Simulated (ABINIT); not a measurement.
# FeO (Wuestite) (Fm-3m) in ABINIT: notebook, part 2 of 2

ABINIT 10.8.3 (patched build). Earlier steps stand in the parts before.

### Step 3. Single point, PBEsol, collinear spin, ferromagnetic start (cell relaxed)

File run.abi:

```
# Pseudopotentials
pp_dirpath "./"
pseudos "Fe.upf, O.upf"

# Structure
acell 3*1.0 Angstrom
rprim
     0.0000000000     2.1208689600     2.1208689600
     2.1208689600     0.0000000000     2.1208689600
     2.1208689600     2.1208689600     0.0000000000
ntypat 2
znucl 26 8
natom 2
typat 1 2
xred
     0.0000000000     0.0000000000     0.0000000000
     0.5000000000     0.5000000000     0.5000000000
chkprim 0
chksymtnons 0
tolsym 1.0e-6

# Plane-wave basis
ecut 45.0

# k points
kptopt 1
ngkpt 8 8 8
nshiftk 1
shiftk 0.0 0.0 0.0

# Exchange and correlation
ixc -116133

# Bands and occupations
nband 16
occopt 3
tsmear 0.00183747

# Spin
nsppol 2
spinat
     0.0000000000     0.0000000000     3.0000000000
     0.0000000000     0.0000000000     0.0000000000

# SCF cycle
nstep 100
tolvrs 1.0e-10

# Output
iomode 3
prtwf 0
prtden 0
prteig 0
prtebands 0
```

Potentials or basis: PseudoDojo NC SR PBEsol v0.4.1 standard.

Started as:

```
> mpirun --bind-to none -np 4 abinit run.abi > log 2>&1
```

run.abo:

```text
.Version 10.8.3 of ABINIT
 Symmetries : space group Fm -3 m (#225); Bravais cF (face-center cubic)
================================================================================
 Values of the parameters that define the memory need of the present run
     intxc =       0    ionmov =       0      iscf =       7    lmnmax =       6
     lnmax =       6     mgfft =      36  mpssoang =       3    mqgrid =    3001
     natom =       2  nloc_mem =       1    nspden =       2   nspinor =       1
    nsppol =       2      nsym =      48    n1xccc =    2501    ntypat =       2
    occopt =       3   xclevel =       2
       mpw =        1880          nfft =       46656          nkpt =          29
================================================================================
================================================================================

--------------------------------------------------------------------------------
------------- Echo of variables that govern the present computation ------------
--------------------------------------------------------------------------------
 -outvars: echo values of preprocessed input variables --------
            acell      1.8897261259E+00  1.8897261259E+00  1.8897261259E+00 Bohr
              amu      5.58470000E+01  1.59994000E+01
          chkprim           0
      chksymtnons           0
             ecut      4.50000000E+01 Hartree
              ixc     -116133
         kptrlatt        8    0    0      0    8    0      0    0    8
          kptrlen      4.53437765E+01
            natom           2
            nband          16
            ngfft          36      36      36
             nkpt          29
           nspden           2
           nsppol           2
            nstep         100
             nsym          48
           ntypat           2
           occopt           3
           prtden           0
        prtebands           0
           prteig           0
            prtwf           0
            rprim      0.0000000000E+00  2.1208689600E+00  2.1208689600E+00
                       2.1208689600E+00  0.0000000000E+00  2.1208689600E+00
                       2.1208689600E+00  2.1208689600E+00  0.0000000000E+00
          spgroup         225
           spinat      0.0000000000E+00  0.0000000000E+00  3.0000000000E+00
                       0.0000000000E+00  0.0000000000E+00  0.0000000000E+00
           tolsym      1.00000000E-06
           tolvrs      1.00000000E-10
           tsmear      1.83747000E-03 Hartree
            typat      1  2
           xangst      0.0000000000E+00  0.0000000000E+00  0.0000000000E+00
                       2.1208689600E+00  2.1208689600E+00  2.1208689600E+00
            xcart      0.0000000000E+00  0.0000000000E+00  0.0000000000E+00
                       4.0078614833E+00  4.0078614833E+00  4.0078614833E+00
             xred      0.0000000000E+00  0.0000000000E+00  0.0000000000E+00
                       5.0000000000E-01  5.0000000000E-01  5.0000000000E-01
            znucl       26.00000    8.00000

================================================================================

 chkinp: Checking input parameters for consistency.

================================================================================
== DATASET  1 ==================================================================

--- !DatasetInfo
iteration_state: {dtset: 1, }
dimensions: {natom: 2, nkpt: 29, mband: 16, nsppol: 2, nspinor: 1, nspden: 2, mpw: 1880, }
cutoff_energies: {ecut:  45.0, pawecutdg:  -1.0, }
electrons: {nelect:   2.20000000E+01, charge:   0.00000000E+00, occopt:   3.00000000E+00, tsmear:   1.83747000E-03, }
meta: {optdriver: 0, ionmov: 0, optcell: 0, iscf: 7, paral_kgb: 0, }
...
[... 84 lines left out ...]
 Radius=ratsph(iatom), smearing ratsm=  0.0000. Diff(up-dn)=approximate z local magnetic moment.
    Atom    Radius    up_density   dn_density  Total(up+dn)  Diff(up-dn)
    1 Fe   2.00000     8.730117     5.189669     13.919786     3.540448
    2  O   2.00000     3.296940     2.950274      6.247214     0.346665
 ------------------------------------------------------------------------------------------------------------
  Sum:                12.027057     8.139943     20.167000     3.887114
 Total magnetization (from the atomic spheres):                3.887114
 Total magnetization (exact up - dn):                          4.000000

================================================================================

 ----iterations are completed or convergence reached----

 Mean square residual over all n,k,spin=   13.249E-12; max=  95.283E-10
 reduced coordinates (array xred) for    2 atoms
       0.000000000000      0.000000000000      0.000000000000
       0.500000000000      0.500000000000      0.500000000000
 rms dE/dt=  0.0000E+00; max dE/dt=  0.0000E+00; dE/dt below (all hartree)
    1       0.000000000000      0.000000000000      0.000000000000
    2       0.000000000000      0.000000000000      0.000000000000

 cartesian coordinates (angstrom) at end:
    1      0.00000000000000     0.00000000000000     0.00000000000000
    2      2.12086896000000     2.12086896000000     2.12086896000000

 cartesian forces (hartree/bohr) at end:
    1     -0.00000000000000    -0.00000000000000    -0.00000000000000
    2     -0.00000000000000    -0.00000000000000    -0.00000000000000
 frms,max,avg= 0.0000000E+00 0.0000000E+00   0.000E+00  0.000E+00  0.000E+00 h/b

 cartesian forces (eV/Angstrom) at end:
    1     -0.00000000000000    -0.00000000000000    -0.00000000000000
    2     -0.00000000000000    -0.00000000000000    -0.00000000000000
 frms,max,avg= 0.0000000E+00 0.0000000E+00   0.000E+00  0.000E+00  0.000E+00 e/A
 length scales=  1.889726125908  1.889726125908  1.889726125908 bohr
              =  1.000000000000  1.000000000000  1.000000000000 angstroms
 Fermi (or HOMO) energy (hartree) =   0.40442   Average Vxc (hartree)=  -0.48385
 Magnetization (Bohr magneton)=  3.99999957E+00
 Total spin up =  1.29999998E+01   Total spin down =  9.00000021E+00
 Eigenvalues (hartree) for nkpt=  29  k points, SPIN UP:
 kpt#   1, nband= 16, wtk=  0.00195, kpt=  0.0000  0.0000  0.0000 (reduced coord)
  -2.88680   -1.64725   -1.64725   -1.64725   -0.37364    0.25182    0.25182    0.25182
   0.25323    0.25323    0.25323    0.26181    0.26181    0.41143    0.96040    1.03394
      occupation numbers for kpt#   1
   1.00000    1.00000    1.00000    1.00000    1.00000    1.00000    1.00000    1.00000
   1.00000    1.00000    1.00000    1.00000    1.00000    0.02155    0.00000    0.00000
 prteigrs : prtvol=0 or 1, do not print more k-points.

 Eigenvalues (hartree) for nkpt=  29  k points, SPIN DOWN:
 kpt#   1, nband= 16, wtk=  0.00195, kpt=  0.0000  0.0000  0.0000 (reduced coord)
  -2.74553   -1.50004   -1.50004   -1.50004   -0.35284    0.27446    0.27446    0.27446
   0.37428    0.37428    0.37428    0.40916    0.40916    0.43920    0.96180    1.07186
      occupation numbers for kpt#   1
   1.00000    1.00000    1.00000    1.00000    1.00000    1.00000    1.00000    1.00000
   1.00000    1.00000    1.00000    0.07036    0.07036    0.00000    0.00000    0.00000
 prteigrs : prtvol=0 or 1, do not print more k-points.

--- !EnergyTerms
iteration_state     : {dtset: 1, }
comment             : Components of total free energy in Hartree
kinetic             :  6.90087793753997E+01
hartree             :  3.66192804617865E+01
xc                  : -2.18096004516376E+01
Ewald energy        : -9.65607497893319E+01
psp_core            :  3.63551152960519E+00
local_psp           : -1.22666015984379E+02
non_local_psp       : -9.91566892005203E+00
internal            : -1.41688463778610E+02
'-kT*entropy'       : -4.51332059731957E-04
total_energy        : -1.41688915110669E+02
total_energy_eV     : -3.85555179585043E+03
band_energy         : -1.28315053997967E+01
...

 Cartesian components of stress tensor (hartree/bohr^3)
  sigma(1 1)=  2.68031694E-06  sigma(3 2)=  0.00000000E+00
  sigma(2 2)=  2.68031694E-06  sigma(3 1)=  0.00000000E+00
  sigma(3 3)=  2.68031694E-06  sigma(2 1)=  0.00000000E+00

-Cartesian components of stress tensor (GPa)         [Pressure= -7.8858E-02 GPa]
- sigma(1 1)=  7.88576469E-02  sigma(3 2)=  0.00000000E+00
- sigma(2 2)=  7.88576469E-02  sigma(3 1)=  0.00000000E+00
- sigma(3 3)=  7.88576469E-02  sigma(2 1)=  0.00000000E+00

== END DATASET(S) ==============================================================
================================================================================

 -outvars: echo values of variables after computation  --------
            acell      1.8897261259E+00  1.8897261259E+00  1.8897261259E+00 Bohr
           etotal     -1.4168891511E+02
            fcart     -0.0000000000E+00 -0.0000000000E+00 -0.0000000000E+00
                      -0.0000000000E+00 -0.0000000000E+00 -0.0000000000E+00
            rprim      0.0000000000E+00  2.1208689600E+00  2.1208689600E+00
                       2.1208689600E+00  0.0000000000E+00  2.1208689600E+00
                       2.1208689600E+00  2.1208689600E+00  0.0000000000E+00
           strten      2.6803169395E-06  2.6803169395E-06  2.6803169394E-06
                       0.0000000000E+00  0.0000000000E+00  0.0000000000E+00
           xangst      0.0000000000E+00  0.0000000000E+00  0.0000000000E+00
                       2.1208689600E+00  2.1208689600E+00  2.1208689600E+00
             xred      0.0000000000E+00  0.0000000000E+00  0.0000000000E+00
                       5.0000000000E-01  5.0000000000E-01  5.0000000000E-01
 Calculation completed.
```

Wall time 31 s (4 MPI ranks of Arm Neoverse N1, shared host); peak memory 0.32 GiB.

What came out:

```
Free energy                                           : -3855.5518 eV
Pressure                                              : -0.1 GPa
Band gap on the k mesh                                : none (metal or under the smearing width)
Net moment                                            : 4.00 μB per cell
Site moments                                          : Fe +3.54; O +0.35 μB
Valence electrons inside the program's atomic spheres : Fe 13.92; O 6.25
```

Levels at points of the mesh, in eV from the Fermi level:
Spin up:
```
           k point  band 10  band 11  band 12  band 13  band 14  band 15  band 16
(0.00, 0.00, 0.00)    -4.11    -4.11    -3.88    -3.88     0.19    15.13    17.13
(0.50, 0.00, 0.00)    -3.21    -2.61    -0.34    -0.34     3.95     8.74    12.63
(0.50, 0.50, 0.00)    -3.45    -2.91    -2.91    -2.85     5.46     8.79    10.73
```
Spin down:
| k point | band 7 | band 8 | band 9 | band 10 | band 11 | band 12 |
| --- | --- | --- | --- | --- | --- | --- |
| (0.00, 0.00, 0.00) | -3.54 | -3.54 | -0.82 | -0.82 | -0.82 | 0.13 |
| (0.50, 0.00, 0.00) | -5.56 | -5.56 | 0.45 | 0.45 | 0.66 | 2.95 |
| (0.50, 0.50, 0.00) | -4.78 | -4.78 | -2.38 | 0.73 | 0.84 | 0.84 |

Caveat: a cell with one magnetic atom can't hold antiferromagnetic order, which such compounds often take; semilocal functionals often make such compounds metallic where correlation or magnetic order opens a gap, which also shifts bond lengths.
